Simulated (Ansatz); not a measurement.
Runs of Ansatz 0.2.0 on Ge. It takes space group Cmcm (No. 63, orthorhombic). The conventional cell has a = 2.976 Å, b = 5.189 Å, c = 4.728 Å, α = 90.00°, β = 90.00°, γ = 90.00°. Ge (site symmetry m2m) has 12 Ge at 2.92 to 2.99 Å as nearest neighbours. This isn't the form of Ge at room conditions, which is diamond.

```csv
task,level,spin,cutoff (eV),smearing,gap on the mesh (eV),pressure (GPa)
single point,BLYP,"collinear, ferrimagnetic start",420,fermi-dirac 0.05 eV,none,11.3
single point,LDA,off,420,gaussian 0.1 eV,none,-1.2
electron localisation function,r2SCAN+rVV10,off,500,tetrahedron,none,1.2
single point,PBE,off,420,gaussian 0.05 eV,none,(b)
single point,PBEsol,off,420,gaussian 0.02 eV,none,(a)
```

Alike in all rows: potentials or basis Ansatz PAW; cell as given; k mesh 10 × 10 × 6.

Estimate the missing entries.

(a) 0.5; (b) 4.3.

Caveats: the PAW data sets come from PBE, with cores solved anew for the run's functional, which leaves a small shift of forces and pressure (some runs); the starting moments weren't kept (some runs); with tetrahedron occupations forces and stress needn't match the slope of the energy (some runs).

A k mesh can miss the band edges, and the runs leave out spin-orbit coupling on Ge.

A gap of «none» marks a metal or a gap under the smearing width.
